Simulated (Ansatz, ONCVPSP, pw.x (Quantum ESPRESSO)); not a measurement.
**pw.x on sc Pb: one setting changed**

Potential: optimised norm-conserving Vanderbilt (ONCV), ONCVPSP 4.0.1.1 (patched build), PBE; core [Kr] 4d10 4f14, reference 5s2 5p6 5d10 6s2 6p2; waves: 5s+6s: rc 1.55 bohr, ncon 5, nbas 9, qcut 9.1 1/bohr, 2 projectors; 5p+6p: rc 2.34 bohr, ncon 4, nbas 7, qcut 6.8 1/bohr, 2 projectors; 5d: rc 2.10 bohr, ncon 4, nbas 9, qcut 6.6 1/bohr, 2 projectors, debl 3.3 Ha; f scattering state at 0.06 Ha: rc 1.60 bohr, ncon 4, nbas 7, qcut 6.1 1/bohr, 2 projectors, debl 1.1 Ha; local part: polynomial inside 1.05 bohr (lpopt 5, dvloc0 0 Ha); core correction: none.

The reference run (k-mesh 10³, cutoffs 85/340 Ry, Fermi–Dirac 0.01 Ry, mixing_beta 0.4, conv_thr 1e-9, no spin) gives -0.17 GPa at 34.553 Å³/atom, where all-electron LAPW gives -0.11 GPa. This run, with its own iteration cap, changes k-mesh points per axis to 2.

```
&control
  calculation='scf', prefix='x', pseudo_dir='./', outdir='./tmp', tstress=.true., disk_io='none'
/
&system
  ibrav=0, nat=1, ntyp=1, ecutwfc=85, ecutrho=340, nbnd=20,
  occupations='smearing', smearing='fd', degauss=0.01
/
&electrons
  conv_thr=1e-09, mixing_beta=0.4, electron_maxstep=50
/
ATOMIC_SPECIES
Pb 1.0 Pb.UPF
CELL_PARAMETERS angstrom
  3.25708121 0.00000000 0.00000000
  0.00000000 3.25708121 0.00000000
  0.00000000 0.00000000 3.25708121
ATOMIC_POSITIONS crystal
Pb 0.0000 0.0000 0.0000
K_POINTS automatic
2 2 2 0 0 0
```

```bash
pw.x < Pb.scf.in > Pb.scf.out
```

Question: How does the run end?

Answer: It converges in 6 iterations; the free energy moves by -1.11 eV/atom and the pressure by +1.24 GPa.

```
Message from routine setup:
     using ibrav=0 with symmetry is DISCOURAGED, use correct ibrav instead
     lattice parameter (alat)  =       6.1550  a.u.
     unit-cell volume          =     233.1752 (a.u.)^3
     number of electrons       =        22.00
     number of Kohn-Sham states=           20
     kinetic-energy cutoff     =      85.0000  Ry
     charge density cutoff     =     340.0000  Ry
     scf convergence threshold =      1.0E-09
     Exchange-correlation= PBE
     number of k points=     4  Fermi-Dirac smearing, width (Ry)=  0.0100
     iteration #  1     ecut=    85.00 Ry     beta= 0.40
     total energy              =    -382.92097368 Ry
     estimated scf accuracy    <       0.00151100 Ry
     iteration #  2     ecut=    85.00 Ry     beta= 0.40
     total energy              =    -382.92117382 Ry
     estimated scf accuracy    <       0.00038118 Ry
     iteration #  3     ecut=    85.00 Ry     beta= 0.40
     total energy              =    -382.92122295 Ry
     estimated scf accuracy    <       0.00004842 Ry
     iteration #  4     ecut=    85.00 Ry     beta= 0.40
     total energy              =    -382.92122808 Ry
     estimated scf accuracy    <       0.00000027 Ry
     iteration #  5     ecut=    85.00 Ry     beta= 0.40
     total energy              =    -382.92122829 Ry
     estimated scf accuracy    <       0.00000006 Ry
     iteration #  6     ecut=    85.00 Ry     beta= 0.40
     the Fermi energy is     9.8657 ev
!    total energy              =    -382.92122831 Ry
     estimated scf accuracy    <          6.4E-10 Ry
     smearing contrib. (-TS)   =      -0.00675865 Ry
     The total energy is F=E-TS. E is the sum of the following terms:
     one-electron contribution =    -246.18959606 Ry
     hartree contribution      =     117.63544182 Ry
     xc contribution           =     -31.24839225 Ry
     ewald contribution        =    -223.11192317 Ry
     convergence has been achieved in   6 iterations
          total   stress  (Ry/bohr**3)                   (kbar)     P=       10.73
     Message from routine punch:
     Nothing written, as per user request (disk_io='none')
```

The run took about 2.6 s on one core of a shared host (Intel(R) Xeon(R) 6975P-C, 192 threads, 1512 GiB, load 41).
